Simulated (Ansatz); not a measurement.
The system is SiO2.

```
CELL_PARAMETERS angstrom
-2.62334 4.77675 4.44167
2.62334 -4.77675 4.44167
2.62334 4.77675 -4.44167
ATOMIC_POSITIONS crystal
Si 0.26034 0.84494 0.41540
Si 0.07045 0.15506 0.91540
Si 0.73966 0.15506 0.58460
Si 0.92955 0.84494 0.08460
O 0.50000 0.00000 0.50000
O 0.00000 0.00000 0.00000
O 0.79318 0.00000 0.29318
O 0.20682 0.50000 0.20682
O 0.20682 0.00000 0.70682
O 0.79318 0.50000 0.79318
O 0.86931 0.11931 0.75000
O 0.13069 0.88069 0.25000
```

The cell comes from a database or a generator and needn't be the stable form of this composition.

Program: Ansatz 0.2.0. Alike in all runs: potentials or basis Ansatz PAW; no spin polarisation; cell as given; smearing fermi-dirac 0.05 eV.

Task: Order these runs on this cell by their pressure, lowest first.
A. level PBE; k mesh 3 × 3 × 3; cutoff (eV) 420; mesh quality coarse
B. level PBE; k mesh 6 × 6 × 6; cutoff (eV) 250; mesh quality not flagged
C. level r2SCAN; k mesh 6 × 6 × 6; cutoff (eV) 500; points for each segment of the path 10; mesh quality not flagged

Result: C (0.1 GPa), A (3.4 GPa), B (5.2 GPa).

Caveats: some runs use coarse meshes; the pressure holds a Pulay correction of +49.7 GPa for the finite cutoff (some runs); the cutoff lies under the one recommended for these potentials (some runs); the PAW data sets come from PBE, with cores solved anew for the run's functional, which leaves a small shift of forces and pressure (some runs).
